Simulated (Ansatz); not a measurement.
# HfN: a slab and its surfaces, (100), 3 layers

Aim: cut a slab of HfN (100), 3 layers from the relaxed bulk, relax it, and get surface energy and work function. The runs shown use PAW. Its runs: bulk cell relaxed (PAW); bulk in the slab's orientation (PAW); the reference run (PAW); atoms relaxed (PAW); vacuum of 11 Å (PAW); core holes in 4f of Hf (PAW).

Method: DFT, r2SCAN, PAW with Ansatz's default frozen-core files, scalar-relativistic, in Ansatz 0.2.0.

### 1 The starting structure

The structure is cubic, space group Fm-3m (No. 225). Conventional cell: a = 4.309 Å, b = 4.309 Å, c = 4.309 Å, α = 90.00°, β = 90.00°, γ = 90.00°. Hf (site symmetry m-3m) is surrounded by 6 N at 2.15 Å. N (site symmetry m-3m) is surrounded by 6 Hf at 2.15 Å.

As a file:

```xyz
2
Lattice="0.0000 2.1544 2.1544 2.1544 0.0000 2.1544 2.1544 2.1544 0.0000" Properties=species:S:1:pos:R:3 pbc="T T T"
Hf    0.0000    0.0000    0.0000
N     2.1544    2.1544    2.1544
```

Atoms are numbered in the order of the input: Hf1, N2.

### 2 Bulk cell relaxed, PAW

input.yaml

```yaml
crystal:
  lattice:
    - [0.0, 2.15443469, 2.15443469]
    - [2.15443469, 0.0, 2.15443469]
    - [2.15443469, 2.15443469, 0.0]
  atoms:
    - { symbol: Hf, position: [0.0, 0.0, 0.0] }
    - { symbol: "N", position: [0.5, 0.5, 0.5] }
kpoints:
  mp_grid: { grid: [17, 17, 17] }
scf:
  occupations: { method: fermi_dirac, width: 0.1 }
hamiltonian:
  xc: r2scan
  pseudopotentials: { kind: paw }
output:
  forces: true
  stress: true
relax:
  f_tol: 0.005
  max_steps: 40
  cell: {}
```

The run is started by

```console
$ ansatz run input.yaml --threads 2 --pin off --max-ram 4096MiB --backend cpu --events-out ev --progress --plain --runs-dir out
```

After this run come: Bulk in the slab's orientation, PAW; Slab as cut, PAW; Atoms relaxed, PAW; Vacuum of 11 Å, PAW; Core holes in 4f of Hf, PAW.

What does the calculation give? Wanted: surface energy; work function; outer layer spacing; core-level shifts among the layers.

**Answer**, as computed:

```
                                      quantity                    value
                 surface energy (PAW, relaxed)                1.62 J/m²
                  work function (PAW, relaxed)                  2.25 eV
                     outer layer spacing (PAW)            2.26 → 2.35 Å
core-level shifts among the layers (PAW holes)  Hf1 +0.00, Hf3 -0.51 eV
```

What this shows: By PAW the surface costs 1.86 J/m² as cut and 1.62 J/m² relaxed. The outermost spacing changes by +4.0 % (PAW). Vacuum of 11 Å moves the work function by +0.04 eV (PAW). Thickness wasn't converged, and no reconstruction was sought. Spin-orbit coupling is left out, though the cell holds Hf; in elements this heavy it can shift bands and gaps by tenths of an eV. The program warned that the vacuum holds more density than its bound, so energies and levels may be slightly off.
